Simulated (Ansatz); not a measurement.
# CoO: convergence and cost

This session on CoO sets out to sweep the SCF threshold.

Method: DFT PBEsol, scalar-relativistic, plane waves, PAW, in Ansatz 0.2.0.

1 further run of the same task is left out (set aside as unsound or not needed).

**1. The structure to begin with**

The structure is tetragonal, space group I4/mmm (No. 139). The conventional cell has a = 3.016 Å, b = 3.016 Å, c = 4.214 Å, α = 90.00°, β = 90.00°, γ = 90.00°. Co (site symmetry 4/mmm) has 6 O at 2.11 to 2.13 Å as nearest neighbours. O (site symmetry 4/mmm) is surrounded by 6 Co at 2.11 to 2.13 Å.

As a file:

```
Co O
1.0
    -1.50800    1.50800    2.10725
     1.50800   -1.50800    2.10725
     1.50800    1.50800   -2.10725
Co O
1 1
Cartesian
  0.0000 0.0000 0.0000
  0.0000 0.0000 2.1072
```

Source of the structure: the Crystallography Open Database. It is taken as it stands there.

**2. The base run, which the others are set against**

File input.yaml:

```yaml
crystal:
  lattice:
    - [-1.5080001529, 1.5080001529, 2.1072499549]
    - [1.5080001529, -1.5080001529, 2.1072499549]
    - [1.5080001529, 1.5080001529, -2.1072499549]
  atoms:
    - { symbol: Co, position: [0.0, 0.0, 0.0], spin: 2.71 }
    - { symbol: O, position: [0.5, 0.5, 0.0], spin: 0.36 }
basis:
  ecutwfc: 420
kpoints:
  mp_grid: { grid: [20, 20, 20] }
hamiltonian:
  xc: pbesol
scf:
  occupations: { method: gaussian, width: 0.1 }
output:
  forces: true
  stress: true
  eigenvalues: true
  populations: true
  write_density: true
  write_potential: true
  elf: true
  volumetric_format: npy
magnetization:
  spin_polarized: true
```

Its results, from an earlier run: -2826.1262 eV/atom at zero smearing, pressure -9.11 GPa, largest force 0.000 eV/Å, no gap on the mesh, site moments Co +2.49, O +0.34 μB, in 13 SCF cycles and 42 s.

**3. SCF threshold: 1e-02 eV**

File input.yaml:

```yaml
crystal:
  lattice:
    - [-1.5080001529, 1.5080001529, 2.1072499549]
    - [1.5080001529, -1.5080001529, 2.1072499549]
    - [1.5080001529, 1.5080001529, -2.1072499549]
  atoms:
    - { symbol: Co, position: [0.0, 0.0, 0.0], spin: 2.74 }
    - { symbol: O, position: [0.5, 0.5, 0.0], spin: 0.38 }
basis:
  ecutwfc: 420
kpoints:
  mp_grid: { grid: [20, 20, 20] }
hamiltonian:
  xc: pbesol
scf:
  occupations: { method: gaussian, width: 0.1 }
  convergence: { dr2_threshold: "0.01 eV" }
output:
  forces: true
  stress: true
  eigenvalues: true
  populations: true
magnetization:
  spin_polarized: true
```

Command:

```console
$ ansatz run input.yaml --threads 1 --pin off --max-ram 2560MiB --backend cpu --events-out ev --progress --plain --runs-dir out
```

**4. SCF threshold set to 1e-03 eV**

input.yaml: that of step 3 with these lines changed.

```diff
@@ -16,3 +16,3 @@
   occupations: { method: gaussian, width: 0.1 }
-  convergence: { dr2_threshold: "0.01 eV" }
+  convergence: { dr2_threshold: "0.001 eV" }
 output:
```

**5. SCF threshold set to 1e-05 eV**

input.yaml: that of step 4 with these lines changed.

```diff
@@ -16,3 +16,3 @@
   occupations: { method: gaussian, width: 0.1 }
-  convergence: { dr2_threshold: "0.001 eV" }
+  convergence: { dr2_threshold: "1e-05 eV" }
 output:
```

**6. SCF threshold: 1e-06 eV**

input.yaml: that of step 5 with these lines changed.

```diff
@@ -16,3 +16,3 @@
   occupations: { method: gaussian, width: 0.1 }
-  convergence: { dr2_threshold: "1e-05 eV" }
+  convergence: { dr2_threshold: "1e-06 eV" }
 output:
```

**7. SCF threshold: 1e-09 eV**

input.yaml: that of step 6 with these lines changed.

```diff
@@ -16,3 +16,3 @@
   occupations: { method: gaussian, width: 0.1 }
-  convergence: { dr2_threshold: "1e-06 eV" }
+  convergence: { dr2_threshold: "1e-09 eV" }
 output:
```

**8. SCF threshold set to 1e-11 eV**

input.yaml: that of step 7 with these lines changed.

```diff
@@ -16,3 +16,3 @@
   occupations: { method: gaussian, width: 0.1 }
-  convergence: { dr2_threshold: "1e-09 eV" }
+  convergence: { dr2_threshold: "1e-11 eV" }
 output:
```

(Steps that only read results are left out.)

**Question.** What does this series show?

The runs gave:

| quantity | value |
| --- | --- |
| SCF threshold: within 10 and 1 meV/atom of 1e-11 eV from | 1e-02 eV for 10; 1e-02 eV for 1 |

Over the range tried, the SCF threshold moves the energy by 0.00 meV/atom at most. The listed cell is far from this method's equilibrium (-9.1 GPa, forces up to 0.00 eV/Å), so its values are not those of the relaxed crystal. With one magnetic atom in the cell only ferromagnetic order fits, and no U was applied, so an antiferromagnetic state was not tested. Without a U such compounds often come out metallic though many are antiferromagnetic insulators.
